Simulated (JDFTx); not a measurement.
# Ta (Im-3m) in JDFTx: a series of runs

The runs below take Ta through equation of state, with r2SCAN.

Everything below comes from runs of JDFTx 1.7.0 (patched build). Logs are shortened: lines on timing, memory, paths and dates and some standing lists are left out, and cuts for length are marked. The log counts tension as positive stress, the text compression.

**Experimental background.**

“Refinement of the equation of state of tantalum”, 2004, arxiv:cond-mat/0403080 quotes, for a bulk crystal of Ta: bulk modulus 194 GPa.

The results are compared with them further down.

### Step 1. The structure

Symmetry: Im-3m, No. 229, cubic system. The conventional cell has a = 3.303 Å, b = 3.303 Å, c = 3.303 Å, α = 90.00°, β = 90.00°, γ = 90.00°. Ta (site symmetry m-3m) is surrounded by 8 Ta at 2.86 Å.

### Step 2. Equation of state, r2SCAN, 16.93 Å³/atom (volume scaled by 0.94)

Input file Ta.in:

```
lattice Body-Centered Cubic 6.1135321638
coords-type Lattice
ion Ta     0.0000000000     0.0000000000     0.0000000000 1

ion-species pseudo/Ta.upf
elec-cutoff 40
elec-ex-corr mgga-x-r2scan mgga-c-r2scan
kpoint-folding 9 9 9
elec-smearing Fermi 0.0018374661
elec-n-bands 20
electronic-SCF nIterations 100 energyDiffThreshold 1e-09
electronic-minimize nIterations 30 energyDiffThreshold 1e-7
forces-output-coords Cartesian

dump-name run.$VAR
dump End Ecomponents EigStats BandEigs Kpoints Forces Stress
```

Potentials or basis: SG15-PBE-1.2 with smoothed tails.

Started as:

```
jdftx -c 1 -i Ta.in -o Ta.out
```

Log:

```text
*************** JDFTx 1.7.0 (patched build) ***************

Input parsed successfully to the following command list (including defaults):
[... the input with its defaults ...]

---------- Setting up symmetries ----------

Found 48 point-group symmetries of the bravais lattice
Found 48 space-group symmetries with basis
Applied RMS atom displacement 0 bohrs to make symmetries exact.

---------- Initializing the Grid ----------
R =
[     -3.05677      3.05677      3.05677  ]
[      3.05677     -3.05677      3.05677  ]
[      3.05677      3.05677     -3.05677  ]
unit cell volume = 114.247
G =
[ -6.98619e-18    1.02775    1.02775  ]
[    1.02775 -6.98619e-18    1.02775  ]
[    1.02775    1.02775 -6.98619e-18  ]
Minimum fftbox size, Smin = [  32  32  32  ]
Chosen fftbox size, S = [  32  32  32  ]

---------- Exchange Correlation functional ----------
Initialized LibXC exchange functional 'Re-regularized SCAN exchange by Furness et al'
Initialized LibXC correlation functional 'Re-regularized SCAN correlation by Furness et al'

---------- Setting up pseudopotentials ----------
Width of ionic core gaussian charges (only for fluid interactions / plotting) set to 0

Reading pseudopotential file 'pseudo/Ta.upf':
  'Ta' pseudopotential, 'PBE' functional
  Generated using ONCVPSP code by D. R. Hamann
  27 valence electrons, 0 orbitals, 8 projectors, 602 radial grid points, with lMax = 3
  Core radius for overlap checks: 2.65 bohrs.

Initialized 1 species with 1 total atoms.

Folded 1 k-points by 9x9x9 to 729 k-points.

---------- Setting up k-points, bands, fillings ----------
Reduced to 35 k-points under symmetry.
Computing the number of bands and number of electrons
Calculating initial fillings.
nElectrons:  27.000000   nBands: 20   nStates: 35

----- Setting up reduced wavefunction bases (one per k-point) -----
average nbasis = 1380.663 , ideal nbasis = 1380.482

---------- Setting up ewald sum ----------
Optimum gaussian width for ewald sums = 1.908579 bohr.
Real space sum over 2197 unit cells with max indices [  6  6  6  ]
Reciprocal space sum over 2197 terms with max indices [  6  6  6  ]

---------- Allocating electronic variables ----------
Initializing wave functions:  (No orbitals for LCAO)  bandwidth-limited random numbers

Setting the auxilliary hamiltonian equal to the subspace hamiltonian.

-------- Electronic minimization -----------
Will mix electronic and kinetic density at each iteration.
	FillingsUpdate:  mu: +2.705662106  nElectrons: 27.000000
	FillingsUpdate:  mu: -1.372419693  nElectrons: 27.000000
SCF: Cycle:  0   F: -230.820755302598940   dF: -5.009e+01   |Residual|: 1.835e+01   |deigs|: 3.329e+00
	FillingsUpdate:  mu: -0.346303018  nElectrons: 27.000000
SCF: Cycle:  1   F: -239.305293748934560   dF: -8.485e+00   |Residual|: 1.916e+01   |deigs|: 1.092e+00
	FillingsUpdate:  mu: -0.754943590  nElectrons: 27.000000
SCF: Cycle:  2   F: -234.635951688045793   dF: +4.669e+00   |Residual|: 2.724e+01   |deigs|: 4.663e-01
	FillingsUpdate:  mu: +1.549456018  nElectrons: 27.000000
SCF: Cycle:  3   F: -244.701105283595069   dF: -1.007e+01   |Residual|: 6.521e+00   |deigs|: 2.953e+00
	FillingsUpdate:  mu: +1.146816888  nElectrons: 27.000000
SCF: Cycle:  4   F: -247.667838606014669   dF: -2.967e+00   |Residual|: 3.367e+00   |deigs|: 7.688e-01
	FillingsUpdate:  mu: +1.140858634  nElectrons: 27.000000
SCF: Cycle:  5   F: -247.643792875574889   dF: +2.405e-02   |Residual|: 3.315e+00   |deigs|: 1.369e-02
	FillingsUpdate:  mu: +1.172682341  nElectrons: 27.000000
SCF: Cycle:  6   F: -247.698050793899910   dF: -5.426e-02   |Residual|: 1.779e+00   |deigs|: 9.176e-02
	FillingsUpdate:  mu: +1.155092766  nElectrons: 27.000000
SCF: Cycle:  7   F: -247.696213314301957   dF: +1.837e-03   |Residual|: 1.710e+00   |deigs|: 3.764e-02
	FillingsUpdate:  mu: +1.156182346  nElectrons: 27.000000
SCF: Cycle:  8   F: -247.700367993518938   dF: -4.155e-03   |Residual|: 9.509e-01   |deigs|: 1.339e-02
	FillingsUpdate:  mu: +1.153610749  nElectrons: 27.000000
SCF: Cycle:  9   F: -247.701195040829361   dF: -8.270e-04   |Residual|: 3.713e-01   |deigs|: 3.154e-03
	FillingsUpdate:  mu: +1.151341473  nElectrons: 27.000000
SCF: Cycle: 10   F: -247.701315049588857   dF: -1.200e-04   |Residual|: 2.440e-01   |deigs|: 4.866e-03
	FillingsUpdate:  mu: +1.150323016  nElectrons: 27.000000
SCF: Cycle: 11   F: -247.701372656559982   dF: -5.761e-05   |Residual|: 3.707e-02   |deigs|: 1.229e-03
	FillingsUpdate:  mu: +1.150374223  nElectrons: 27.000000
SCF: Cycle: 12   F: -247.701378862318421   dF: -6.206e-06   |Residual|: 1.477e-03   |deigs|: 4.359e-04
	FillingsUpdate:  mu: +1.150398398  nElectrons: 27.000000
SCF: Cycle: 13   F: -247.701379103476853   dF: -2.412e-07   |Residual|: 1.295e-03   |deigs|: 4.281e-05
	FillingsUpdate:  mu: +1.150422284  nElectrons: 27.000000
SCF: Cycle: 14   F: -247.701379207680191   dF: -1.042e-07   |Residual|: 1.652e-04   |deigs|: 6.398e-05
	FillingsUpdate:  mu: +1.150423430  nElectrons: 27.000000
SCF: Cycle: 15   F: -247.701379214268400   dF: -6.588e-09   |Residual|: 4.947e-04   |deigs|: 7.830e-06
	FillingsUpdate:  mu: +1.150425482  nElectrons: 27.000000
SCF: Cycle: 16   F: -247.701379218032798   dF: -3.764e-09   |Residual|: 2.763e-05   |deigs|: 1.060e-05
	FillingsUpdate:  mu: +1.150425348  nElectrons: 27.000000
SCF: Cycle: 17   F: -247.701379218398444   dF: -3.656e-10   |Residual|: 4.573e-05   |deigs|: 6.646e-07
	FillingsUpdate:  mu: +1.150425137  nElectrons: 27.000000
SCF: Cycle: 18   F: -247.701379218455514   dF: -5.707e-11   |Residual|: 5.853e-05   |deigs|: 5.369e-07
SCF: Converged (|Delta E|<1.000000e-09 for 2 iters).

Setting wave functions to eigenvectors of Hamiltonian

# Stress tensor in Cartesian coordinates [Eh/a0^3]:
[ -6.50514e-05            0            0  ]
[            0 -6.50514e-05            0  ]
[            0            0 -6.50514e-05  ]

# Ionic positions in lattice coordinates:
ion Ta   0.000000000000000   0.000000000000000   0.000000000000000 1

# Forces in Cartesian coordinates:
force Ta  -0.000000000000000  -0.000000000000000  -0.000000000000000 1

# Energy components:
   Eewald =     -216.9777727187717744
       EH =       46.9550032654937652
     Eloc =     -104.8606831895062044
      Enl =      -52.1409163516238152
      Exc =      -19.7741247074181352
       KE =       99.0976717974172914
-------------------------------------
     Etot =     -247.7008219044089117
       TS =        0.0005573140466073
-------------------------------------
        F =     -247.7013792184555143

IonicMinimize: Iter:   0  F: -247.701379218455514  |grad|_K:  0.000e+00
IonicMinimize: Converged (|grad|_K<1.000000e-04).

Dumping 'run.eigStats' ...
	eMin: -1.381630 at state 0 ( [ +0.000000 +0.000000 +0.000000 ] spin 0 )
	HOMO: +1.150141 at state 3 ( [ +0.000000 +0.000000 +0.333333 ] spin 0 )
	mu  : +1.150425
	LUMO: +1.150792 at state 18 ( [ +0.111111 +0.222222 -0.222222 ] spin 0 )
	eMax: +1.988057 at state 3 ( [ +0.000000 +0.000000 +0.333333 ] spin 0 )
	HOMO-LUMO gap: +0.000650
	Optical gap  : +0.000716 at state 18 ( [ +0.111111 +0.222222 -0.222222 ] spin 0 )
Done!
```

It took 81 s on 1 thread of Intel Xeon at 2.70GHz, shared host; peak memory 0.08 GiB.

Results:

```
Free energy            : -6740.2979 eV
Pressure               : 1.9 GPa
Band gap on the k mesh : none (metal or under the smearing width)
```

Caveat: the potentials were made for another functional, which shifts forces and pressure.

### Step 3. Equation of state, r2SCAN, 17.29 Å³/atom (volume scaled by 0.96)

Edit Ta.in of step 2 so:

```diff
@@ -1,2 +1,2 @@
-lattice Body-Centered Cubic 6.1135321638
+lattice Body-Centered Cubic 6.1565866256
 coords-type Lattice
```

Potentials or basis: SG15-PBE-1.2 with smoothed tails.

Started as:

```
jdftx -c 1 -i Ta.in -o Ta.out
```

Run time: 73 s. Hardware: 1 thread of Intel Xeon at 2.70GHz, shared host; peak memory 0.08 GiB.

It converged, with:

```yaml
Free_energy: -6740.2976 eV
Pressure: -2.1 GPa
Band_gap_on_the_k_mesh: none (metal or under the smearing width)
```

Caveat: the potentials were made for another functional, which shifts forces and pressure.

### Step 4. Equation of state, r2SCAN, 17.65 Å³/atom (volume scaled by 0.98)

Edit Ta.in of step 3 so:

```diff
@@ -1,2 +1,2 @@
-lattice Body-Centered Cubic 6.1565866256
+lattice Body-Centered Cubic 6.1990471857
 coords-type Lattice
```

Started as:

```
jdftx -c 1 -i Ta.in -o Ta.out
```

Wall time 73 s (1 thread of Intel Xeon at 2.70GHz, shared host); peak memory 0.08 GiB.

Results (log left out):

| Quantity | Value |
| --- | --- |
| Free energy | -6740.2887 eV |
| Pressure | -5.7 GPa |
| Band gap on the k mesh | none (metal or under the smearing width) |

Caveat: the potentials were made for another functional, which shifts forces and pressure.

### Step 5. Equation of state, r2SCAN, 18.01 Å³/atom

Edit Ta.in of step 4 so:

```diff
@@ -1,2 +1,2 @@
-lattice Body-Centered Cubic 6.1990471857
+lattice Body-Centered Cubic 6.2409339101
 coords-type Lattice
```

Started as:

```
jdftx -c 1 -i Ta.in -o Ta.out
```

It took 68 s on 1 thread of Intel Xeon at 2.70GHz, shared host; peak memory 0.08 GiB.

Results (log left out):

| Quantity | Value |
| --- | --- |
| Free energy | -6740.2722 eV |
| Pressure | -9.0 GPa |
| Band gap on the k mesh | none (metal or under the smearing width) |

Caveat: the potentials were made for another functional, which shifts forces and pressure.

### Step 6. Equation of state, r2SCAN, 18.37 Å³/atom (volume scaled by 1.02)

Edit Ta.in of step 5 so:

```diff
@@ -1,2 +1,2 @@
-lattice Body-Centered Cubic 6.2409339101
+lattice Body-Centered Cubic 6.2822658027
 coords-type Lattice
```

Potentials or basis: SG15-PBE-1.2 with smoothed tails.

Started as:

```
jdftx -c 1 -i Ta.in -o Ta.out
```

Run time: 70 s. Hardware: 1 thread of Intel Xeon at 2.70GHz, shared host; peak memory 0.09 GiB.

Results (log left out):

| Property | Result |
| --- | --- |
| Free energy | -6740.2486 eV |
| Pressure | -12.0 GPa |
| Band gap on the k mesh | none (metal or under the smearing width) |

Caveat: the potentials were made for another functional, which shifts forces and pressure.

### Step 7. Equation of state, r2SCAN, 18.73 Å³/atom (volume scaled by 1.04)

Edit Ta.in of step 6 so:

```diff
@@ -1,2 +1,2 @@
-lattice Body-Centered Cubic 6.2822658027
+lattice Body-Centered Cubic 6.3230608795
 coords-type Lattice
```

Started as:

```
jdftx -c 1 -i Ta.in -o Ta.out
```

It took 78 s on 1 thread of Intel Xeon at 2.70GHz, shared host; peak memory 0.09 GiB.

Results (log left out):

```
Free energy            : -6740.2185 eV
Pressure               : -14.8 GPa
Band gap on the k mesh : none (metal or under the smearing width)
```

Caveat: the potentials were made for another functional, which shifts forces and pressure.

### Step 8. Equation of state, r2SCAN, 19.09 Å³/atom (volume scaled by 1.06)

Edit Ta.in of step 7 so:

```diff
@@ -1,2 +1,2 @@
-lattice Body-Centered Cubic 6.3230608795
+lattice Body-Centered Cubic 6.3633362386
 coords-type Lattice
```

Started as:

```
jdftx -c 1 -i Ta.in -o Ta.out
```

Run time: 74 s. Hardware: 1 thread of Intel Xeon at 2.70GHz, shared host; peak memory 0.09 GiB.

Results (log left out):

```yaml
Free_energy: -6740.1822 eV
Pressure: -17.5 GPa
Band_gap_on_the_k_mesh: none (metal or under the smearing width)
```

Caveat: the potentials were made for another functional, which shifts forces and pressure.

### Step 9. Equation of state, r2SCAN

Potentials or basis: SG15-PBE-1.2 with smoothed tails.

This step only gathers the single runs of the series.

What came out:

```
Equilibrium volume                      : 17.09 Å³/atom
Bulk modulus                            : 185 GPa
Pressure derivative of the bulk modulus : 2.9 (rough: it moves with the points fitted)
```

Energy against volume, from the lowest point:
| volume (Å³/atom) | energy (meV/atom) |
| --- | --- |
| 16.930 | 0.00 |
| 17.290 | 0.31 |
| 17.650 | 9.16 |
| 18.010 | 25.69 |
| 18.371 | 49.29 |
| 18.731 | 79.44 |
| 19.091 | 115.72 |

Caveat: the potentials were made for another functional, which shifts forces and pressure. The run has no spin-orbit coupling, so splittings on Ta are missing.

### Step 10. Comparison with measurements

Step 9. A measured bulk modulus of Ta is 194 GPa (quoted in “Refinement of the equation of state of tantalum”, 2004, arxiv:cond-mat/0403080); the calculated 185 GPa misses it by -4.5 %. The fit is for a static lattice scaled at fixed shape and fixed fractional positions.
